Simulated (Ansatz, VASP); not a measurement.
## As in VASP and in Ansatz

Contents of INCAR:

```
PREC     = Accurate       # precision mode
ENCUT    = 520            # plane-wave cutoff, eV
EDIFF    = 1E-6           # SCF threshold, eV
ISMEAR   = -1             # smearing method
SIGMA    = 0.1            # smearing width, eV
LREAL    = False          # projectors in reciprocal space
LASPH    = True           # aspherical terms in the spheres
NELM     = 60             # most SCF steps
ALGO     = Normal         # electronic algorithm
ISIF     = 2              # what is computed and relaxed
LWAVE    = False          # write WAVECAR
LCHARG   = True           # write CHGCAR
GGA      = CA             # functional
LELF     = True           # ELF
LVHAR    = True         
NBANDS   = 12             # bands
```

Contents of KPOINTS:

```
Automatic mesh
0
Gamma
  10 10 10
```

POSCAR

```
As
1.0
    0.0000000000      3.0608385733      3.0608385733
    3.0608385733      0.0000000000      3.0608385733
    3.0608385733      3.0608385733      0.0000000000
As
2
Direct
    0.1250000000      0.1250000000      0.1250000000
    0.8750000000      0.8750000000      0.8750000000
```

Input for Ansatz:

```yaml
crystal:
  lattice:
    - [0.0, 3.0608385733, 3.0608385733]
    - [3.0608385733, 0.0, 3.0608385733]
    - [3.0608385733, 3.0608385733, 0.0]
  atoms:
    - { symbol: As, position: [0.125, 0.125, 0.125] }
    - { symbol: As, position: [0.875, 0.875, 0.875] }
hamiltonian:
  xc: lda
  pseudopotentials:
    kind: paw
    azcp:
      As: "pseudopotentials/As.paw.azcp"
basis:
  ecutwfc: 420
  fft_grid_basis: typed
kpoints:
  mp_grid: { grid: [10, 10, 10], shift: [0, 0, 0] }
magnetization:
  spin_polarized: false
scf:
  occupations: { method: fermi_dirac, width: 0.1 }
  lower_state_search: "off"
output:
  stress: true
  write_density: true
  write_potential: true
  elf: true
  volumetric_format: npy
```

Alike in both runs: task single point; functional LDA; k mesh 10 × 10 × 10; occupations fermi-dirac, width 0.1 eV; no spin polarisation.

|  | VASP | Ansatz |
| --- | --- | --- |
| version | VASP 6.6.1 | Ansatz 0.2.0 |
| potentials or method | VASP PAW LDA potentials, release 64 (As) | plane waves (420 eV) with PAW, scalar-relativistic |
| plane-wave cutoff (eV) | 520 | 420 |
| valence electrons in the cell | 10 | 30 |

Ansatz gave:

| Property | Result |
| --- | --- |
| pressure (GPa) | -3.7 |

Q: Which values does VASP return?

A: Pressure (GPa): -3.5.

The two sets of potentials don't hold the same shells in valence. Ansatz warned: «pseudo_functional_mismatch».
